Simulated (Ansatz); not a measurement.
# Mg in Mo(100), 2x2: scattering by a point defect

How strong a scatterer is Mg in Mo(100), 2x2, and does relaxation matter?

Method: Ansatz plane-wave DFT, PBE, PAW files; ballistic transport by layer matching (Landauer), zero bias; PAW set soft_1, in the first sound run; inputs show where later runs differ, in Ansatz 0.2.0.

**1. Set-up**

The cell holds 72 atoms: 71 Mo and 1 Mg. Cell: a = 6.294 Å, b = 6.294 Å, c = 28.323 Å, α = 90.0°, β = 90.0°, γ = 90.0°. It derives from Mo. Regions: lead, 40 atoms (40 Mo); scattering region, 32 atoms (31 Mo and 1 Mg). The structure is stacked along c, and the current runs across the ab planes.

**2. Transmission at ideal sites**

The defect sits in one plane of the supercell, all atoms on ideal sites; the layers about the cell's end are the lead. The mesh across the current, 8×8, is finer than the density's, because channels open and close sharply across the zone. Energies from -0.1 to 0.1 eV in steps of 0.05 eV are too few for the program's thermal sum, so it prints no conductance; for a metal the transmission near the Fermi level serves, at a fraction of the cost.

input.yaml

```yaml
crystal:
  lattice:
    - [6.294, 0.0, 0.0]
    - [0.0, 6.294, 0.0]
    - [0.0, 0.0, 28.323]
  atoms:
    - { symbol: Mo, position: [0.0, 0.0, 0.0277777778] }
    - { symbol: Mo, position: [0.0, 0.5, 0.0277777778] }
    - { symbol: Mo, position: [0.5, 0.0, 0.0277777778] }
    - { symbol: Mo, position: [0.5, 0.5, 0.0277777778] }
    - { symbol: Mo, position: [0.25, 0.25, 0.0833333333] }
    - { symbol: Mo, position: [0.25, 0.75, 0.0833333333] }
    - { symbol: Mo, position: [0.75, 0.25, 0.0833333333] }
    - { symbol: Mo, position: [0.75, 0.75, 0.0833333333] }
    - { symbol: Mo, position: [0.0, 0.0, 0.1388888889] }
    - { symbol: Mo, position: [0.0, 0.5, 0.1388888889] }
    - { symbol: Mo, position: [0.5, 0.0, 0.1388888889] }
    - { symbol: Mo, position: [0.5, 0.5, 0.1388888889] }
    - { symbol: Mo, position: [0.25, 0.25, 0.1944444444] }
    - { symbol: Mo, position: [0.25, 0.75, 0.1944444444] }
    - { symbol: Mo, position: [0.75, 0.25, 0.1944444444] }
    - { symbol: Mo, position: [0.75, 0.75, 0.1944444444] }
    - { symbol: Mo, position: [0.0, 0.0, 0.25] }
    - { symbol: Mo, position: [0.0, 0.5, 0.25] }
    - { symbol: Mo, position: [0.5, 0.0, 0.25] }
    - { symbol: Mo, position: [0.5, 0.5, 0.25] }
    - { symbol: Mo, position: [0.25, 0.25, 0.3055555556] }
    - { symbol: Mo, position: [0.25, 0.75, 0.3055555556] }
    - { symbol: Mo, position: [0.75, 0.25, 0.3055555556] }
    - { symbol: Mo, position: [0.75, 0.75, 0.3055555556] }
    - { symbol: Mo, position: [0.0, 0.0, 0.3611111111] }
    - { symbol: Mo, position: [0.0, 0.5, 0.3611111111] }
    - { symbol: Mo, position: [0.5, 0.0, 0.3611111111] }
    - { symbol: Mo, position: [0.5, 0.5, 0.3611111111] }
    - { symbol: Mo, position: [0.25, 0.25, 0.4166666667] }
    - { symbol: Mo, position: [0.25, 0.75, 0.4166666667] }
    - { symbol: Mo, position: [0.75, 0.25, 0.4166666667] }
    - { symbol: Mo, position: [0.75, 0.75, 0.4166666667] }
    - { symbol: Mo, position: [0.0, 0.0, 0.4722222222] }
    - { symbol: Mo, position: [0.0, 0.5, 0.4722222222] }
    - { symbol: Mo, position: [0.5, 0.0, 0.4722222222] }
    - { symbol: Mo, position: [0.5, 0.5, 0.4722222222] }
    - { symbol: Mg, position: [0.25, 0.25, 0.5277777778] }
    - { symbol: Mo, position: [0.25, 0.75, 0.5277777778] }
    - { symbol: Mo, position: [0.75, 0.25, 0.5277777778] }
    - { symbol: Mo, position: [0.75, 0.75, 0.5277777778] }
    - { symbol: Mo, position: [0.0, 0.0, 0.5833333333] }
    - { symbol: Mo, position: [0.0, 0.5, 0.5833333333] }
    - { symbol: Mo, position: [0.5, 0.0, 0.5833333333] }
    - { symbol: Mo, position: [0.5, 0.5, 0.5833333333] }
    - { symbol: Mo, position: [0.25, 0.25, 0.6388888889] }
    - { symbol: Mo, position: [0.25, 0.75, 0.6388888889] }
    - { symbol: Mo, position: [0.75, 0.25, 0.6388888889] }
    - { symbol: Mo, position: [0.75, 0.75, 0.6388888889] }
    - { symbol: Mo, position: [0.0, 0.0, 0.6944444444] }
    - { symbol: Mo, position: [0.0, 0.5, 0.6944444444] }
    - { symbol: Mo, position: [0.5, 0.0, 0.6944444444] }
    - { symbol: Mo, position: [0.5, 0.5, 0.6944444444] }
    - { symbol: Mo, position: [0.25, 0.25, 0.75] }
    - { symbol: Mo, position: [0.25, 0.75, 0.75] }
    - { symbol: Mo, position: [0.75, 0.25, 0.75] }
    - { symbol: Mo, position: [0.75, 0.75, 0.75] }
    - { symbol: Mo, position: [0.0, 0.0, 0.8055555556] }
    - { symbol: Mo, position: [0.0, 0.5, 0.8055555556] }
    - { symbol: Mo, position: [0.5, 0.0, 0.8055555556] }
    - { symbol: Mo, position: [0.5, 0.5, 0.8055555556] }
    - { symbol: Mo, position: [0.25, 0.25, 0.8611111111] }
    - { symbol: Mo, position: [0.25, 0.75, 0.8611111111] }
    - { symbol: Mo, position: [0.75, 0.25, 0.8611111111] }
    - { symbol: Mo, position: [0.75, 0.75, 0.8611111111] }
    - { symbol: Mo, position: [0.0, 0.0, 0.9166666667] }
    - { symbol: Mo, position: [0.0, 0.5, 0.9166666667] }
    - { symbol: Mo, position: [0.5, 0.0, 0.9166666667] }
    - { symbol: Mo, position: [0.5, 0.5, 0.9166666667] }
    - { symbol: Mo, position: [0.25, 0.25, 0.9722222222] }
    - { symbol: Mo, position: [0.25, 0.75, 0.9722222222] }
    - { symbol: Mo, position: [0.75, 0.25, 0.9722222222] }
    - { symbol: Mo, position: [0.75, 0.75, 0.9722222222] }
kpoints:
  mp_grid: { grid: [4, 4, 1] }
hamiltonian:
  xc: pbe
  pseudopotentials: { kind: paw, azcp: { folder: soft_1 } }
scf:
  occupations: { method: fermi_dirac, width: 0.1 }
output:
  transmission: { leads: [[0, 4]], kmesh: [8, 8], e_range: [-0.1, 0.1], de: 0.05 }
  write_potential: true
  write_density: true
  volumetric_format: npy
  elf: true
```

Started as:

```
ansatz run input.yaml --threads 4 --pin off --max-ram 15360MiB --backend cpu --events-out ev --progress --plain --runs-dir out
```

Numbers of over 12 decimals in the logs are rounded to 6 here.

The program printed:

```text
Engine: ansatz 0.2.0, aarch64-unknown-linux-gnu
Pseudopotentials: kind: paw
Pseudopotential: Mo, paw, valence charge 14, recommended cutoff 420 eV (normal), soft_1/Mo.paw.azcp
Pseudopotential: Mg, paw, valence charge 10, recommended cutoff 420 eV (normal), soft_1/Mg.paw.azcp
Functional definition: PBE
  parameter kappa = 0.804
  parameter beta = 0.066725
  exchange = pbe_x(kappa = kappa, mu = beta*pi^2/3)
  correlation = pbe_c(beta = beta)
Crystal: 72 atoms, lattice volume = 1122.000 Å³
Basis set: ecut = 420 eV, 21955 PW (Γ)
Bands: 603, of which v1, the nominal top of the filled ones, is band 502 counted from 1 (501 counted from 0)
Symmetry: 16 space group operations
Space group: P4/mmm (ITA 123), of the structure as read, at distance tolerance 1.0e-4 Å
k-points: 6 of 16
Non-local potential: Mo, projectors of the file, l = 0: 3, l = 1: 2, l = 2: 2, l = 3: 1
Non-local potential: Mg, projectors of the file, l = 0: 3, l = 1: 2, l = 2: 1
PAW form: soft (Blöchl's): semilocal exchange-correlation on the pseudo side does not see the compensation charge
PAW one-centre angular grid: Mo, 590 points (default); XC on 64 Gauss nodes
PAW one-centre angular grid: Mg, 110 points (default); XC on 64 Gauss nodes
Initial density: superposition of atomic densities (chi_scale 0.1, normalization cell, long waves 46 % of neutral atoms (reshape's long-wave potential 1.46 eV rms, cloud 2.95 Å wide))
Initial wavefunctions: pseudopotential atomic-orbital guess
Functional: x = pbe(κ = 0.804, μ = 0.219515), c = pbe(β = 0.066725)
SCF iter   1: F=—  HF=-353864.634308 eV  |F-HF|=—  |Δ(HF+E_count)|=         —  Δρ=1.12e-1  dr2=2.26e3  ethr=3.10e-3  ⟨swp⟩=5.0  Hψ=13656  notcnv=0
preconditioner: auto → Kerker (q_TF=auto, 2.678 Å⁻¹)  [metal: Δε(μ)=0.026 eV  Ē_g=4.618 eV  σ=0.100 eV  W_gap=0.07  n_scr=372 (ndim 8)  ℏωp=22.9 eV  f_vac=0.000  D(μ)=51.88/eV (n_scr^D=450)]
SCF iter   2: F=—  HF=-353822.969885 eV  |F-HF|=—  |Δ(HF+E_count)|=    4.17e1  Δρ=6.44e-2  dr2=1.04e3  ethr=3.10e-3  ⟨swp⟩=2.2  Hψ=6862  notcnv=0
SCF iter   3: F=—  HF=-353803.682797 eV  |F-HF|=—  |Δ(HF+E_count)|=    1.93e1  Δρ=1.14e-2  dr2=2.32e1  ethr=3.10e-3  ⟨swp⟩=2.8  Hψ=8690  notcnv=0  defer=1
SCF iter   4: F=—  HF=-353803.023551 eV  |F-HF|=—  |Δ(HF+E_count)|=   6.59e-1  Δρ=2.59e-3  dr2=3.10e0  ethr=2.31e-3  ⟨swp⟩=2.0  Hψ=4586  notcnv=0
SCF iter   5: F=—  HF=-353803.003841 eV  |F-HF|=—  |Δ(HF+E_count)|=   1.97e-2  Δρ=1.15e-3  dr2=2.25e-2  ethr=3.08e-4  ⟨swp⟩=1.0  Hψ=3618  notcnv=0
SCF iter   6: F=—  HF=-353803.000909 eV  |F-HF|=—  |Δ(HF+E_count)|=   2.93e-3  Δρ=2.99e-4  dr2=2.67e-3  ethr=2.24e-6  ⟨swp⟩=2.0  Hψ=6628  notcnv=0
SCF iter   7: F=—  HF=-353803.000482 eV  |F-HF|=—  |Δ(HF+E_count)|=   4.27e-4  Δρ=8.90e-5  dr2=2.41e-4  ethr=2.66e-7  ⟨swp⟩=2.0  Hψ=6641  notcnv=0
SCF iter   8: F=—  HF=-353803.000394 eV  |F-HF|=—  |Δ(HF+E_count)|=   8.82e-5  Δρ=2.91e-5  dr2=2.47e-5  ethr=2.40e-8  ⟨swp⟩=2.0  Hψ=6667  notcnv=0
SCF iter   9: F=—  HF=-353803.000936 eV  |F-HF|=—  |Δ(HF+E_count)|=   5.42e-4  Δρ=7.25e-6  dr2=7.35e-7  ethr=2.46e-9  ⟨swp⟩=2.0  Hψ=6670  notcnv=0
SCF iter  10: F=—  HF=-353803.000936 eV  |F-HF|=—  |Δ(HF+E_count)|=   1.39e-7  Δρ=1.42e-6  dr2=1.62e-7  ethr=9.96e-12  ⟨swp⟩=8.0  Hψ=12500  notcnv=0
SCF iter  11: F=-353803.000936 eV  HF=-353803.000936 eV  |F-HF|=4.71e-9  |Δ(HF+E_count)|=   1.51e-9  Δρ=2.90e-7  dr2=5.19e-9  ethr=9.96e-12  ⟨swp⟩=2.0  Hψ=6578  notcnv=0
SCF 1 converged in 11 iterations: F = -353803.000936 eV  dr2 = 5.19e-9
  greatest PAW one-centre occupation: 1.000 electrons in one spin orbital (limit 2), on the Mg atom at site 36 (counted from 0), in its partial waves of l = 0
transmission: 86 of 840 steps passed
transmission: 168 of 840 steps passed
[...]
transmission: 840 of 840 steps passed
SCF converged after 11 iterations
Free energy (F): -353803.000936 eV
Harris-Foulkes:  -353803.000936 eV  (|F-HF|=4.71e-9)
Internal energy: -353801.351381 eV  (E = F + TS)
E sigma→0 (E₀):  -353802.176158 eV
Entropy (-TS):   -1.649555 eV (-22.910 meV/atom)
Fermi energy:    20.904898 eV
--- Per-component energies (eV) ---
  E_band       = -4212.862593
  E_kinetic    = 30070.406451
  E_local      = -56323.790625  (includes V_loc(G=0)·N_el)
  E_nonlocal   = 10708.339253
  E_hartree    = 19185.252848
  E_xc         = -12554.911443
  E_vxc        = -15655.324070  (∫ρ·V_xc dr)
  E_paw        = -228337.898820  (= ΣΔE_a)
  E_vpaw       = -11383.002550  (= ΣTr[D̂ρ^β])
  E_aug_tail   = 0.003168  (compensation charges beyond the density's cutoff)
  E_ewald      = -116548.752212
  E_smearing   = -1.649555  (= −TS)
  E_closure    = 0.000000  (closes the sum)
  Σ components = -353803.000936   (vs F -353803.000936, Δ=0.00e0)
--- Band table (eV; the first three rows and the last of 6) ---
  k-point 0: bands = [... 498 lower, 20.7504, 20.7745, 20.7745, 20.8058, 20.8076, 20.8235, 20.8304, 21.1557, ... 97 higher]
  k-point 1: bands = [... 498 lower, 20.8564, 20.8580, 20.8771, 20.9130, 20.9503, 20.9651, 20.9721, 20.9815, ... 97 higher]
  k-point 2: bands = [... 498 lower, 20.6826, 20.7274, 20.8427, 20.8681, 21.0239, 21.0616, 21.0842, 21.1547, ... 97 higher]
  k-point 5: bands = [... 498 lower, 19.9242, 20.2011, 20.2120, 20.5959, 20.7107, 20.7107, 21.2942, 21.2942, ... 97 higher]
--- Transmission ---
  basis      : 349 plane waves across, 56 finite elements along
  points     : 15, standing for a mesh of 8 x 8
  energies   : 5 from -0.100000 to 0.100000 eV about the Fermi level, 0.050000 eV apart; the leads are filled to 0.000000 eV, and channels, transmission and decay are at 0.000000 eV
  crystal 0  : Mo4, at the sites [0, 4], period 1.5735 Å, over 26.75 Å; its Hamiltonian steps by up to 5.8 meV
    offset         : up to 0.0000 Å between an atom of the period and one for which it stands
    channels       : 6.593750e0 a spin
    conductance    : none, the energies end too early or step too widely for 300 K: set another output.transmission.e_range or a lower de, or, where they end at an eighth of basis.ecutwfc, a higher one
    slowest decay  : 0.0415 /Å at (0.5000, 0.3750)
  junction   : crystal 0 to crystal 0, 0.88 to 27.63 Å
    transmission   : 4.534628e0 a spin
    conductance    : none, the energies end too early or step too widely for 300 K: set another output.transmission.e_range or a lower de, or, where they end at an eighth of basis.ecutwfc, a higher one
```

Wall time 8.8 min (4 threads of Arm Neoverse V2, shared host); peak memory 10 GiB.

The column dr2 measures how far the density is from self-consistency, as an energy; F and HF (Harris–Foulkes) agree once it is small.

This step gave:

```yaml
free_energy: -353803.0009 eV
energy_at_zero_smearing: -353802.1762 eV
fermi_energy: 20.90 eV
cell_area: 39.61 Å²
transmission_per_spin_nearest_the_fermi_level: 4.535
open_channels_per_spin_nearest_the_fermi_level: 6.594
step_of_the_lead_s_potential: 5.8 meV
```

Per spin. The transmission, zone mean by energy, zero at the Fermi level:

| energy (eV) | transmission, zone mean |
| --- | --- |
| -0.1000 | 4.52 |
| -0.0500 | 4.43 |
| 0.0000 | 4.53 |
| 0.0500 | 4.55 |
| 0.1000 | 4.63 |

Per spin. Table of open channels, zone mean, lead by energy, zero at the Fermi level:

| energy (eV) | open channels, zone mean, lead |
| --- | --- |
| -0.1000 | 6.91 |
| -0.0500 | 6.66 |
| 0.0000 | 6.59 |
| 0.0500 | 6.66 |
| 0.1000 | 6.84 |

Transmission over k1 and k2. At 0.0000 eV from the Fermi level.

Ten even steps from '0' (0.0) to '9' (11.2):
```
00024200
10279720
12799972
24999994
12799972
10279720
00024200
00112110
```
Columns: k1 (b1) from -0.5 to 0.375; rows upwards: k2 (b2) from -0.5 to 0.375.

Open channels over k1 and k2. At 0.0000 eV from the Fermi level.

Ten even steps from '0' (0.0) to '9' (15.0):
```
00134310
11389831
23899983
24999994
23899983
11389831
00134310
00122210
```
Columns: k1 (b1) from -0.5 to 0.375; rows upwards: k2 (b2) from -0.5 to 0.375.

ELF in the ca plane at fractional y = 0.250, with atoms of Mo and Mg within 0.2 Å of it. It is the smooth field of the valence electrons, not physical close to the nuclei.

Ten even steps from '0' (0.11) to '9' (0.69), each cell a mean:
```
35555521245555421355565312465554213554553124
23564223224553223235653222246532232246532322
72352489842542699723523899524425998325337996
92231696961322887931315969713318879414149788
92231696961322887931315979713318879414149788
62452489842542699723533898524425997335337996
23554222224553222235653222246532222256532222
45555521245555422355565312465554213554553224
56545643455445533565456656665565434554555345
24555311135554211246555322455653111355542112
42453256533552466424651000046533665246425664
82241598961432899932540223025317999424239998
92231695861322876931530302115218869413149679
82341599961432899932540223026317999424239998
42453256533552466424651000046533665246424663
24555311135554211245555323555553112355542112
56445643455445533565456655665565434654565345
```
Columns run along c (16.0 Å, from fractional 0.22 to 0.78 of the cell), rows up along a (6.3 Å). Atoms in or near the plane, at fractional coordinates: Mo at (0.31, 0.25), Mo at (0.31, 0.75), Mo at (0.42, 0.25), Mo at (0.42, 0.75), Mg at (0.53, 0.25), Mo at (0.53, 0.75), Mo at (0.64, 0.25), Mo at (0.64, 0.75), Mo at (0.75, 0.25), Mo at (0.75, 0.75).

Electrostatic potential energy in the ca plane at fractional y = 0.250, with atoms of Mo and Mg within 0.2 Å of it. With pseudopotentials it is smooth inside the atoms' cores, unlike the true potential.

Values in eV, 9 rows by 16 columns, each cell a mean:
```
 19  21  12  18  21  14  17  22  15  15  22  16  14  21  17  13
  1  16 -34  -6  18 -29 -13  19 -22 -20  20 -16 -26  19  -9 -32
 -4  14 -41 -11  17 -36 -19  19 -29 -27  19 -22 -34  18 -14 -40
 17  21   5  14  21   7  12  21   9  10  22  11   8  21  14   6
 21  22  20  21  22  20  21  22  22  22  22  21  21  22  21  20
 12  19  -8   8  20  -5   4  21   9  10  21   2  -4  21   6  -7
 -7  13 -47 -15  16 -41 -23  20 -26 -22  20 -27 -39  17 -18 -45
  7  18 -20   2  19 -16  -3  21   1   3  21  -6 -14  20   0 -19
 21  21  18  20  22  19  20  22  21  21  22  20  19  22  20  18
```
Columns run along c (16.0 Å, from fractional 0.22 to 0.78 of the cell; values clipped at the 3rd and 97th percentile), rows up along a (6.3 Å). Atoms in or near the plane, at fractional coordinates: Mo at (0.31, 0.25), Mo at (0.31, 0.75), Mo at (0.42, 0.25), Mo at (0.42, 0.75), Mg at (0.53, 0.25), Mo at (0.53, 0.75), Mo at (0.64, 0.25), Mo at (0.64, 0.75), Mo at (0.75, 0.25), Mo at (0.75, 0.75).

Valence density in the ca plane at fractional y = 0.250, with atoms of Mo and Mg within 0.2 Å of it. It is the smooth field of the valence electrons, not physical close to the nuclei.

Values in units of 1e0 e/Å³, 9 rows by 16 columns, each cell a mean:
```
0.3 0.3 0.5 0.4 0.3 0.5 0.4 0.3 0.4 0.4 0.3 0.4 0.5 0.3 0.4 0.5
1.2 0.4 4.0 1.7 0.3 3.5 2.2 0.3 3.0 2.8 0.3 2.5 3.3 0.3 1.9 3.8
1.5 0.4 4.9 2.1 0.4 4.3 2.8 0.3 3.7 3.4 0.3 3.0 4.1 0.3 2.4 4.7
0.4 0.3 0.8 0.5 0.3 0.8 0.6 0.3 0.7 0.6 0.3 0.6 0.7 0.3 0.5 0.8
0.3 0.3 0.3 0.3 0.3 0.3 0.3 0.2 0.2 0.2 0.2 0.3 0.3 0.3 0.3 0.3
0.6 0.3 1.7 0.8 0.3 1.5 1.0 0.2 0.6 0.6 0.2 1.1 1.4 0.3 0.9 1.6
1.7 0.5 5.5 2.4 0.4 4.9 3.1 0.2 7.9 6.8 0.2 3.4 4.6 0.3 2.7 5.3
0.8 0.4 2.6 1.2 0.3 2.3 1.5 0.2 1.5 1.3 0.2 1.6 2.2 0.3 1.3 2.5
0.3 0.3 0.3 0.3 0.3 0.3 0.3 0.2 0.2 0.2 0.2 0.3 0.3 0.3 0.3 0.3
```
Columns run along c (16.0 Å, from fractional 0.22 to 0.78 of the cell), rows up along a (6.3 Å). Atoms in or near the plane, at fractional coordinates: Mo at (0.31, 0.25), Mo at (0.31, 0.75), Mo at (0.42, 0.25), Mo at (0.42, 0.75), Mg at (0.53, 0.25), Mo at (0.53, 0.75), Mo at (0.64, 0.25), Mo at (0.64, 0.75), Mo at (0.75, 0.25), Mo at (0.75, 0.75).

Over the solved energies the transmission per spin lies between 4.43 and 4.63, out of 6.73 channels of the lead on average (up to 6.91).

**3. Resistance at ideal sites**

This step: Ansatz plane-wave DFT, PBE, PAW files; ballistic transport by layer matching (Landauer), zero bias; area resistance of the defect plane and resistivity an atomic per cent; PAW set soft_1 (Ansatz 0.2.0).

This step gave:

```
area resistance                                                                                 : 0.3643 fΩ m²
T over the leads' mean channel count                                                            : 0.6790
resistivity per at.% scaled from this dense plane, with the factor 3/4 for isotropic scattering : 6.945 µΩ cm
```

Averaged over the energies near the Fermi level, 67.9 % of the channels pass, which makes 0.364 fΩ m².

By hand, with T and the leads' channels N averaged over the energies near the Fermi level: RA = A (h/2e²)(1/T − 1/N) = 39.61×10⁻²⁰ m² × 12 906 Ω × (1/4.505 − 1/6.635) = 0.364 fΩ m². Per atomic per cent: RA × A / V_atom × 0.01 × 3/4 = 6.95 µΩ cm, with the host's V_atom = 15.58 Å³.

(Part 1 of 3 ends here.)

[Logs are printed without paths, hosts, clocks, repeated set-up lines and the standing remarks that a program may print on its own settings, such as how far it seeks lower states.]

[Hosts, paths, dates, database ids (printed as entryN), source tags and the programs' standing remarks are cut or masked in the printed files.]
